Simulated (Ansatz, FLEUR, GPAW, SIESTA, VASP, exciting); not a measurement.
Al: programs and potentials compared

```xyz
1
Lattice="0.0000 2.0248 2.0248 2.0248 0.0000 2.0248 2.0248 2.0248 0.0000" Properties=species:S:1:pos:R:3 pbc="T T T"
Al    0.0000    0.0000    0.0000
```

Alike in all runs: task equation of state; functional PBEsol; k mesh 11 × 11 × 11; occupations fermi-dirac, width 0.05 eV; no spin polarisation; no spin-orbit coupling.

```tsv
program and potentials	plane-wave cutoff (eV)	notes	equilibrium volume (Å³/atom)	bulk modulus (GPa)
FLEUR, all-electron, FLAPW	-	-	16.21	83.0
GPAW, PAW data sets generated for this functional	600	-	16.24	83.6
SIESTA, files PseudoDojo sr-pbesol-0.4.1-standard, DZP (energy shift 0.003 Ry)	-	atomic basis	16.22	87.8
exciting, all-electron LAPW+lo, shipped species files, valence relativity iora*	-	-	16.21	85.3
Ansatz, all-electron LAPW, scalar-relativistic	-	-	16.20	83.0
VASP, PBE PAW files Al, 520 eV	520	potentials made for PBE	16.22	83.5
```

The equilibrium volume spans 16.20 (Ansatz, all-electron LAPW, scalar-relativistic) to 16.24 Å³/atom (GPAW, PAW data sets generated for this functional), with all-electron results at 16.20 to 16.21. The bulk modulus spans 83.0 (Ansatz, all-electron LAPW, scalar-relativistic) to 87.8 GPa (SIESTA, files PseudoDojo sr-pbesol-0.4.1-standard, DZP (energy shift 0.003 Ry)), with all-electron results at 83.0 to 85.3. Rows in atomic bases carry the error of their basis and grid, which can be large. For a metal such a mesh isn't converged, which the comparison doesn't need.

The functional is the same throughout but for its coding, so the spread measures potentials, basis and numerics; runs on potential files found faulty are left out.

The six runs agree closely on the equilibrium volume, and the potential-based results lie almost on top of the all-electron ones. Aluminium makes this easy: its bonding comes from nearly free 3s and 3p electrons outside a compact, chemically inert neon-like core, so a smooth potential can reproduce the valence scattering well. The same core probably explains why the VASP potentials made for PBE cause no visible shift here, at 16.22 Å³/atom and 83.5 GPa.

The bulk modulus separates the runs more clearly, as expected of a quantity set by the curvature of the energy curve rather than the position of its minimum. SIESTA gives the stiffest lattice, 87.8 GPa, although its volume is unremarkable. Limited flexibility of the local orbitals under compression and expansion is one possible cause, but the pseudopotential changes along with the basis, so the two can't be separated. Close agreement for this simple sp metal doesn't establish similar transferability for elements with semicore or localised d states.
